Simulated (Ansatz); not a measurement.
# HfC: the cost of one run

Program: Ansatz 0.2.0. Level of theory: DFT r²SCAN, scalar-relativistic, plane waves, PAW (the target; the first runs use scalar-relativistic PBE). These are calculated values, not measurements.

## 1. The structure to begin with

It takes space group F-43m (No. 216, cubic). The conventional cell has a = 5.015 Å, b = 5.015 Å, c = 5.015 Å, α = 90.00°, β = 90.00°, γ = 90.00°. Hf (site symmetry -43m) is surrounded by 4 C at 2.17 Å. C (site symmetry -43m) is surrounded by 4 Hf at 2.17 Å.

As a file:

```cif
data_structure
_symmetry_space_group_name_H-M 'F-43m'
_symmetry_Int_Tables_number 216
_cell_length_a 5.0146
_cell_length_b 5.0146
_cell_length_c 5.0146
_cell_angle_alpha 90.000
_cell_angle_beta 90.000
_cell_angle_gamma 90.000
_cell_volume 126.10
loop_
_atom_site_label
_atom_site_type_symbol
_atom_site_symmetry_multiplicity
_atom_site_Wyckoff_symbol
_atom_site_fract_x
_atom_site_fract_y
_atom_site_fract_z
_atom_site_occupancy
Hf1 Hf 4 a 0.00000 0.00000 0.00000 1
C1 C 4 d 0.25000 0.25000 0.75000 1
```

## 2. At the starting volume (PBE, 8×8×8 mesh)

Input file input.yaml:

```yaml
crystal:
  lattice:
    - [0.0, 2.507316749, 2.507316749]
    - [2.507316749, 0.0, 2.507316749]
    - [2.507316749, 2.507316749, 0.0]
  atoms:
    - { symbol: Hf, position: [0.0, 0.0, 0.0] }
    - { symbol: C, position: [0.25, 0.25, 0.25] }
basis:
  ecutwfc: 420
  ecutrho_ratio: 4
kpoints:
  mp_grid: { grid: [8, 8, 8] }
hamiltonian:
  xc: pbe
scf:
  occupations: { method: gaussian, width: 0.05 }
output:
  forces: true
  stress: true
  eigenvalues: true
```

The run is started by

```console
ansatz run input.yaml --threads 2 --pin off --max-ram 2662MiB --backend cpu --events-out ev --progress --plain --runs-dir out
```

**Question.** How long does this run take on 2 threads of Arm Neoverse V1, shared host, and how much memory does it need?

About 1 s, with a peak of 0.29 GiB.
